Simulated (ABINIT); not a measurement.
C:

```
CELL_PARAMETERS angstrom
0.00000 1.78337 1.78337
1.78337 0.00000 1.78337
1.78337 1.78337 0.00000
ATOMIC_POSITIONS crystal
C 0.75000 0.75000 0.75000
C 0.50000 0.50000 0.50000
```

This isn't the form of C at room conditions, which is graphite.

Base run:

* Program: ABINIT 10.8.3 (patched build)
* Functional: PBE
* Potentials or basis: JTH PAW PBE v2.0
* Cutoff: 626 eV
* k mesh: 13 × 13 × 13
* Occupations: fermi-dirac, width 0.05 eV
* Spin: no spin polarisation

Its results: band gap on the k mesh 4.14 eV, indirect (least direct gap 5.59 eV); pressure 1.3 GPa.

The run is repeated on the same cell with these changes: functional from PBE to WC. What comes out?

Band gap on the k mesh 4.06 eV, indirect (least direct gap 5.57 eV); pressure -5.4 GPa.

WC binds more tightly than PBE, so the same cell stands under less pressure.

Caveats: an odd mesh through Γ misses points on the zone boundary, where band edges often lie; the atomic spheres overlap; the PAW data sets were made with another functional, which shifts forces and pressure a little (some runs).
